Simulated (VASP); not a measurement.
**AgBr in VASP 6.6.1, single-point calculation**

INCAR

```
ISIF = 2
LCHARG = .FALSE.
ENCUT = 520
GGA = AM
PREC = Accurate
SIGMA = 0.01
NELM = 120
NSW = 0
ISMEAR = 2
IBRION = -1
LASPH = .TRUE.
EDIFF = 1E-7
LWAVE = .FALSE.
LREAL = .FALSE.
NBANDS = 16
```

KPOINTS

```
KPOINTS created by Atomic Simulation Environment
0
Gamma
8 8 8
0 0 0
```

POSCAR

```
Ag Br
 1.0000000000000000
     0.0000000000000000    2.8638060222999999    2.9231489486000002
     2.8638060222999999    0.0000000000000000    2.9231489486000002
     2.8638060222999999    2.8638060222999999    0.0000000000000000
 Ag  Br
   1   1
Cartesian
  0.0000000000000000  0.0000000000000000  0.0000000000000000
  2.8638060222999999  2.8638060222999999  2.9231489486000002
```

The recommended PBE PAW datasets give the neutral cell 18 valence electrons.

Command

```
mpirun -np 1 vasp_std
```

Problem. Predict the outcome of this run.

Solution. It converged. Results: gap between bands v and c on the k mesh 0.54 eV; least direct gap on the k mesh 2.45 eV; pressure -1.3 GPa. Band v is the last that the valence electrons fill when counted band by band, and c is the next.

OSZICAR

```
N       E                     dE             d eps       ncg     rms          rms(c)
DAV:   1     0.987168198990E+02    0.98717E+02   -0.82722E+03  1904   0.996E+02
DAV:   2    -0.175835369616E+01   -0.10048E+03   -0.92676E+02  2320   0.215E+02
DAV:   3    -0.524515549361E+01   -0.34868E+01   -0.34795E+01  2312   0.421E+01
DAV:   4    -0.526348276906E+01   -0.18327E-01   -0.18326E-01  2432   0.333E+00
DAV:   5    -0.526365767014E+01   -0.17490E-03   -0.17490E-03  2336   0.316E-01    0.607E+00
DAV:   6    -0.514237840762E+01    0.12128E+00   -0.22526E-01  2336   0.662E+00    0.392E+00
DAV:   7    -0.513940526898E+01    0.29731E-02   -0.54927E-02  2072   0.154E+00    0.163E+00
DAV:   8    -0.513938303097E+01    0.22238E-04   -0.38816E-03  2280   0.615E-01    0.267E-01
DAV:   9    -0.513942412136E+01   -0.41090E-04   -0.45214E-04  2248   0.240E-01    0.388E-02
DAV:  10    -0.513944544545E+01   -0.21324E-04   -0.34470E-05  2384   0.785E-02    0.203E-02
DAV:  11    -0.513945349397E+01   -0.80485E-05   -0.15152E-05  2152   0.293E-02    0.621E-03
DAV:  12    -0.513945311962E+01    0.37435E-06   -0.91609E-07  2272   0.912E-03    0.250E-03
DAV:  13    -0.513945325320E+01   -0.13358E-06   -0.42026E-07  2080   0.411E-03    0.103E-03
DAV:  14    -0.513945325699E+01   -0.37842E-08   -0.47448E-09  1440   0.583E-04
   1 F= -.51394533E+01 E0= -.51394533E+01  d E =-.103424E-12
```

For comparison, a separate PBE run of the intended cell, on usual settings and not on those above, gives a gap of 0.61 eV on its mesh and a pressure of 1.6 GPa.
